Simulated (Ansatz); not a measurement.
The system is TaN.

```
Ta N
1.0
     2.93800    0.00000    0.00000
    -1.46900    2.54438    0.00000
     0.00000    0.00000    2.88300
Ta N
1 1
Direct
  0.00000 0.00000 0.50000
  0.66667 0.33333 0.00000
```

Base run:

| Item | Value |
| --- | --- |
| Program | Ansatz 0.2.0 |
| Functional | PBEsol |
| Potentials or basis | all-electron LAPW, scalar-relativistic |
| Cutoff | 350 eV (chosen from the basis error) |
| Basis error allowed | 0.001 eV/atom |
| k mesh | 10 × 10 × 9 |
| Occupations | fermi-dirac, width 0.05 eV |
| Spin | no spin polarisation |
| Hubbard terms | Ta d U = 2 eV |

Its results: band gap on the k mesh none (metal or under the smearing width); pressure -3.1 GPa.

**Question.** The run is repeated on the same cell with these changes: hubbard terms from Ta d U = 2 eV to none. What comes out?

**Answer.** Band gap on the k mesh none (metal or under the smearing width); pressure -4.8 GPa.

Caveats: U is the effective U less J, on atomic orbitals that reach past the spheres (some runs); U without spin polarisation on a metal has little footing (some runs).
